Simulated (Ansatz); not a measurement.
# Sn (dhcp type): how the settings move a single-point run

Aim: see which settings change the result for Sn (dhcp type), by how much, and at what cost.

Program: Ansatz 0.2.0. Level of theory: reference: DFT, PBE, PAW with Ansatz's default frozen-core files, scalar-relativistic. These are calculated values, not measurements.

1 further run of the same task is left out (it didn't finish).

### Step 1. The system as given

The structure is hexagonal, space group P6_3/mmc (No. 194). The conventional cell has a = 3.218 Å, b = 3.218 Å, c = 10.455 Å, α = 90.00°, β = 90.00°, γ = 120.00°. Sn (site symmetry -3m) has 12 Sn at 3.21 to 3.22 Å as nearest neighbours. Sn (site symmetry -6m2) is surrounded by 12 Sn at 3.21 to 3.22 Å.

As a file:

```cif
data_structure
_symmetry_space_group_name_H-M 'P 1'
_symmetry_Int_Tables_number 1
_cell_length_a 3.2185
_cell_length_b 3.2185
_cell_length_c 10.4554
_cell_angle_alpha 90.000
_cell_angle_beta 90.000
_cell_angle_gamma 120.000
_cell_volume 93.79
loop_
_atom_site_label
_atom_site_type_symbol
_atom_site_fract_x
_atom_site_fract_y
_atom_site_fract_z
_atom_site_occupancy
Sn1 Sn 0.00000 0.00000 0.00000 1
Sn2 Sn 0.00000 0.00000 0.50000 1
Sn3 Sn 0.33333 0.66667 0.25000 1
Sn4 Sn 0.66667 0.33333 0.75000 1
```

### Step 2. Baseline

File input.yaml:

```yaml
crystal:
  lattice:
    - [3.2184505272, 0.0, 0.0]
    - [-1.6092252636, 2.7872599174, 0.0]
    - [0.0, 0.0, 10.455413374]
  atoms:
    - { symbol: Sn, position: [0.0, 0.0, 0.0] }
    - { symbol: Sn, position: [0.0, 0.0, 0.5] }
    - { symbol: Sn, position: [0.3333333333, 0.6666666667, 0.25] }
    - { symbol: Sn, position: [0.6666666667, 0.3333333333, 0.75] }
kpoints:
  mp_grid: { grid: [12, 12, 3] }
scf:
  occupations: { method: fermi_dirac, width: 0.1 }
hamiltonian:
  xc: pbe
  pseudopotentials: { kind: paw }
output:
  forces: true
  stress: true
  eigenvalues: true
  populations: true
```

On the command line:

```bash
ansatz run input.yaml --threads 1 --pin off --max-ram 3072MiB --backend cpu --events-out ev --progress --plain --runs-dir out
```

### Step 3. Changed: mixing.algorithm anderson, mixing.beta 0.5, mixing.ndim 8, ecutwfc 44.1 Ry

input.yaml: that of step 2 with these lines changed.

```diff
@@ -14,2 +14,3 @@
   occupations: { method: fermi_dirac, width: 0.1 }
+  mixing: { algorithm: anderson, beta: 0.5, ndim: 8 }
 hamiltonian:
@@ -22 +23,3 @@
   populations: true
+basis:
+  ecutwfc: "44.1 Ry"
```

**Question.** What will these runs give? Wanted: for each run, ending; energy change; pressure; gap; force.

The runs gave:

```
                                                                          run     ending  energy change  pressure (GPa)  gap (eV)  force (eV/Å)  cycles   time
                                                                    reference  converged              0            12.3      0.00          0.00       6  5.3 s
1: mixing.algorithm anderson, mixing.beta 0.5, mixing.ndim 8, ecutwfc 44.1 Ry  converged  -1.2 meV/atom            12.3      0.00          0.00       8   12 s
```

Residual by cycle in the longest SCF loop of each run; runs are numbered as in the table. The quantity is the density residual dr2, in eV.

```
cycle  reference    run 1
    1    0.00307    0.003
    2    0.00128  0.00127
    3     3.4e-4   2.9e-4
    4     1.6e-5   9.4e-6
    5     3.0e-7   8.1e-7
    6     2.8e-8   1.8e-7
    7          -   1.7e-7
    8          -  2.8e-10
```

Changing the mixing and cutoff moves the energy by -1.2 meV/atom. Cost: 8 SCF cycles against 6, 12 s against 5.3 s. The structure is not at rest: the sound run finds 12 GPa, so these are no properties of the relaxed crystal. 
